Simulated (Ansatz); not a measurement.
Runs of Ansatz 0.2.0 on Re. The structure is hexagonal, space group P6_3/mmc (No. 194). The conventional cell has a = 2.766 Å, b = 2.766 Å, c = 8.939 Å, α = 90.00°, β = 90.00°, γ = 120.00°. Around Re (site symmetry -6m2) lie 12 Re at 2.75 to 2.77 Å. Re (site symmetry -3m) has 12 Re at 2.75 to 2.77 Å as nearest neighbours. 

| task | level | cell | points for each segment of the path | gap on the mesh (eV) | pressure (GPa) | relaxed volume (Å³/atom) | largest force (eV/Å) |
| --- | --- | --- | --- | --- | --- | --- | --- |
| single point | PBE | strained by +4 % | - | none | -9.7 | - | 0.19 |
| relaxation of cell and atoms | PBE | relaxed | - | none | 0.0 | 14.96 | - |
| relaxation of cell and atoms | LDA | relaxed | - | none | 0.0 | (a) | - |
| single point | PBE | strained by -4 % | - | none | 21.3 | - | 0.22 |
| band structure | PBEsol | as given | 14 | none | -6.4 | - | - |
| single point | PBE | as given | - | none | (b) | - | - |
| relaxation of cell and atoms | PBEsol | relaxed | - | none | 0.0 | 14.56 | - |
| single point | PBE | strained by +1 % | - | none | 0.0 | - | (c) |

Alike in all rows: potentials or basis Ansatz PAW; no spin polarisation; k mesh 8 × 8 × 3; cutoff (eV) 420; smearing fermi-dirac 0.05 eV.

Problem. Estimate the missing entries.

Solution. (a) 14.33; (b) 3.6; (c) 0.06.

Caveats: the plane-wave basis is chosen anew once the cell has moved, so the energies of steps on either side of that aren't comparable (some runs); the PAW data sets come from PBE, with cores solved anew for the run's functional, which leaves a small shift of forces and pressure (some runs); spin-orbit coupling is left out, which moves the levels of the heavy elements (some runs).

A k mesh can miss the band edges, and the runs leave out spin-orbit coupling on Re.

A gap of «none» marks a metal or a gap under the smearing width.
